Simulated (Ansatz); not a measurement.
Crystal: MoSe2.

```
Mo Se
1.0
     3.28800    0.00000    0.00000
    -1.64400    2.84749    0.00000
     0.00000    0.00000   12.90000
Mo Se
2 4
Direct
  0.66667 0.33333 0.75000
  0.33333 0.66667 0.25000
  0.66667 0.33333 0.37500
  0.33333 0.66667 0.87500
  0.66667 0.33333 0.12500
  0.33333 0.66667 0.62500
```

- Program: Ansatz 0.2.0
- Task: relaxation of cell and atoms
- Functional: r2SCAN
- Dispersion: rVV10
- Potentials or basis: Ansatz PAW
- Cutoff: 500 eV (not typed: the program's choice for these potentials)
- k mesh: 9 × 9 × 2
- Occupations: fermi-dirac, width 0.05 eV
- Spin: no spin polarisation

At the start: volume 20.13 Å³/atom.

**Question.** How do energy, volume and symmetry change on relaxing?

**Answer.** It ends after 5 steps and the volume is 20.65 Å³/atom (+2.6 %); space group P6_3/mmc (No. 194, to 0.05 Å).

The path:
```csv
step,energy change (eV),largest force (eV/Å),volume (Å³)
1,0.0000,0.9287,120.78
2,-0.0976,0.0004,123.78
3,-0.0982,0.0055,123.86
4,-0.0982,0.0010,123.93
5,-0.0988,0.0010,123.93
```

Final structure:
```yaml
crystal:
  lattice:
    - [3.30548, 0.00000, 0.00000]
    - [-1.65274, 2.86263, 0.00000]
    - [0.00000, 0.00000, 13.09670]
  atoms:
    - { symbol: Mo, position: [0.66667, 0.33333, 0.75000] }
    - { symbol: Mo, position: [0.33333, 0.66667, 0.25000] }
    - { symbol: Se, position: [0.66667, 0.33333, 0.37654] }
    - { symbol: Se, position: [0.33333, 0.66667, 0.87654] }
    - { symbol: Se, position: [0.66667, 0.33333, 0.12346] }
    - { symbol: Se, position: [0.33333, 0.66667, 0.62346] }
```

Caveat: the plane-wave basis is chosen anew once the cell has moved, so the energies of steps on either side of that aren't comparable; the PAW data sets come from PBE, with cores solved anew for the run's functional, which leaves a small shift of forces and pressure.
